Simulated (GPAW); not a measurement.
HgTe (Coloradoite), 2 atoms in the cell. Symmetry: F-43m, No. 216, cubic system. Conventional cell: a = 6.429 Å, b = 6.429 Å, c = 6.429 Å, α = 90.00°, β = 90.00°, γ = 90.00°. Around Hg (site symmetry -43m) lie 4 Te at 2.78 Å. Te (site symmetry -43m) is surrounded by 4 Hg at 2.78 Å. 

- Program: GPAW 26.7.0
- Task: single point
- Functional: PBE
- Potentials or basis: GPAW PAW data sets (gpaw-data 1.2.1)
- Cutoff: 700 eV
- Basis: pw
- k mesh: 6 × 6 × 6
- Occupations: fermi-dirac, width 0.05 eV
- Spin: no spin polarisation
- Maxiter: 100

Potentials or basis: GPAW PAW data sets (gpaw-data 1.2.1), pw.

Run with:

```sh
$ OMP_NUM_THREADS=1 python run.py
```

Hardware: 1 thread of AMD EPYC 7R43 64-Core Processor (Zen 3) (shared host).

Estimate the wall time of this run.

Run time: 20 s on 1 thread of AMD EPYC 7R43 64-Core Processor (Zen 3) (shared host), peak memory 0.17 GiB. Counts: scf iterations 10, plane waves 2812, bands 18, k points 16.
